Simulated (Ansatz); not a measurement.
# CuCl: from Born charge to LO–TO splitting and polaron coupling

Theory: DFT r2SCAN+D3(BJ), scalar-relativistic, plane waves, PAW in Ansatz 0.2.0. Cutoff 500 eV, 10×10×10 k-points (Γ-centred), fixed occupations. No spin polarisation. Phonons by linear response, acoustic sum rule imposed.

The cell is fixed (symmetry leaves no force on the atoms) and stands under 0.2 GPa:
```
Cu Cl
1.0
     0.00000    2.65720    2.65720
     2.65720    0.00000    2.65720
     2.65720    2.65720    0.00000
Cu Cl
1 1
Cartesian
  0.0000 0.0000 0.0000
  1.3286 1.3286 1.3286
```

The cell is the ideal cubic zincblende prototype.

Linear response gives ν_TO = 169.9 cm⁻¹, Born charges ±1.001 e (positive on Cu) and ε∞ = 4.534. The primitive cell holds 37.523 Å³, and the masses are 63.546 and 35.450 amu.

Question: Find ν_LO and the static dielectric constant.

Answer: The long-wave field adds a restoring force: ω_LO² − ω_TO² = Z*²e²/(ε_vac ε∞ μV). In these units ν_LO² − ν_TO² = 4.92064×10⁷ Z*²/(μ V ε∞) cm⁻², with μ = m₁m₂/(m₁ + m₂) = 22.756 amu: 12745 cm⁻². So ν_LO = √(169.9² + 12745) = 204.0 cm⁻¹, and the run gives 204.0. Lyddane–Sachs–Teller then gives ε0 = ε∞ (ν_LO/ν_TO)² = 6.54, against 6.54 in the run (it forms both from the same three quantities, so the match checks the arithmetic only). Between ν_TO and ν_LO the dielectric function is negative and an undamped crystal reflects fully: a reststrahlen band from 49.0 to 58.9 μm.

Question: What do the Clausius–Mossotti polarisability and the Szigeti charge come to?

Answer: With the Lorentz local field, α = (3V/4π)(ε∞ − 1)/(ε∞ + 2) = 4.85 Å³ for the pair, and e_S = 3Z*/(ε∞ + 2) = 0.46 e. The Born charge includes the electrons' response to the dipole's own local field, and e_S takes that enhancement out. The Lorentz field assumes point-like polarisable ions, a poor picture once ε∞ is this large, since the electron clouds then overlap or are shared, so both numbers are formal here.

Question: How strongly does a slow electron couple to the LO mode?

Answer: For one isotropic parabolic band, Fröhlich's constant is α_F = (1/ε∞ − 1/ε0) √(m* Ry/ħω_LO), with Ry = 13.606 eV, ħω_LO = 25.3 meV and m* in free-electron masses: α_F = 0.0675 × 23.19 × √m* = 1.57 √m*. The band mass isn't part of this run; for m* = 0.1, 0.3 and 1 it gives 0.50, 0.86, 1.57. In weak coupling the polaron lies α_F ħω_LO below the band edge (22 meV at m* = 0.3) with a mass m*(1 + α_F/6); past α_F of about 5 or 6 that expansion fails. A semilocal functional's ε∞ tends to be too large, which taken alone lowers α_F.

Cost: 1 run of about 8.5 core-minutes, on Arm Neoverse N1 (shared hosts).